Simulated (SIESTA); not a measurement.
Here is a SIESTA 5.4.2 calculation.

The input Si2Ni.fdf:

```
SystemName                      Si2Ni
SystemLabel                     Si2Ni
NumberOfSpecies                 2
NumberOfAtoms                   3
%block ChemicalSpeciesLabel
  1  28 Ni
  2  14 Si
%endblock ChemicalSpeciesLabel

LatticeConstant                 1.0 Ang
%block LatticeVectors
     0.0000000000     2.7030000000     2.8111200000
     2.7030000000     0.0000000000     2.8111200000
     2.7030000000     2.7030000000     0.0000000000
%endblock LatticeVectors
AtomicCoordinatesFormat         Fractional
%block AtomicCoordinatesAndAtomicSpecies
     0.0000000000     0.0000000000     0.0000000000  1  Ni
     0.7500000000     0.7500000000     0.7500000000  2  Si
     0.2500000000     0.2500000000     0.2500000000  2  Si
%endblock AtomicCoordinatesAndAtomicSpecies

%block kgrid.MonkhorstPack
    6   0   0  0.0
    0   6   0  0.0
    0   0   6  0.0
%endblock kgrid.MonkhorstPack
XC.Functional                   GGA
XC.Authors                      PBE
PAO.BasisSize                   DZP
PAO.EnergyShift                 0.003 Ry
Mesh.Cutoff                     800 Ry
Spin                            polarized
%block DM.InitSpin
    1   1.000
    2   0.000
    3   0.000
%endblock DM.InitSpin
OccupationFunction              FD
ElectronicTemperature           0.05 eV
MaxSCFIterations                200
SCF.MustConverge                false
SCF.Mixer.Method                Pulay
SCF.Mixer.Weight                0.1
SCF.Mixer.History               10
SCF.DM.Tolerance                5.0e-05
SCF.H.Tolerance                 1.0e-03 eV
WriteForces                     true
Charge.Mulliken                 end
BandLinesScale                  ReciprocalLatticeVectors
%block BandLines
    1    0.000000   0.000000   0.000000  \Gamma
   11   -0.500000   0.000000  -0.500000  X
    5   -0.500000  -0.231139  -0.731139  Y
    4   -0.365570  -0.365570  -0.731139  S
   12    0.000000   0.000000   0.000000  \Gamma
   11    0.500000   0.500000   0.000000  Z
    4    0.365570   0.365570  -0.268861  S1
    6    0.000000   0.000000  -0.500000  N
    8   -0.250000   0.250000  -0.500000  P
    7    0.231139   0.500000  -0.268861  Y1
    6    0.500000   0.500000   0.000000  Z
    1   -0.500000   0.000000  -0.500000  X
    5   -0.250000   0.250000  -0.500000  P
%endblock BandLines
%block PAO.Basis
  Ni 5
  n=3 0 2
    2.432 0.000
  n=4 0 2
    7.095 0.000
  n=3 1 2
    2.716 0.000
  n=4 1 1
    7.095
  n=3 2 2
    4.466 0.000
%endblock PAO.Basis
```

Potentials or basis: PseudoDojo 0.4 standard (PBE files), DZP (energy shift 0.003 Ry; two zetas on semicore shells).

Launch:

```console
$ siesta Si2Ni.fdf > Si2Ni.out 2>&1
```

(1) What does it give for the pressure?

(2) Predict the net moment.

(3) Estimate the band gap on the k mesh.

## Answers

(1) -2.1 GPa.

(2) 0.00 μB per cell.

(3) none (metal or under the smearing width).

Caveat: short orbitals over semicore shells can move pressures by several GPa; the basis of atomic orbitals isn't converged, which shifts pressures, moduli and gaps.
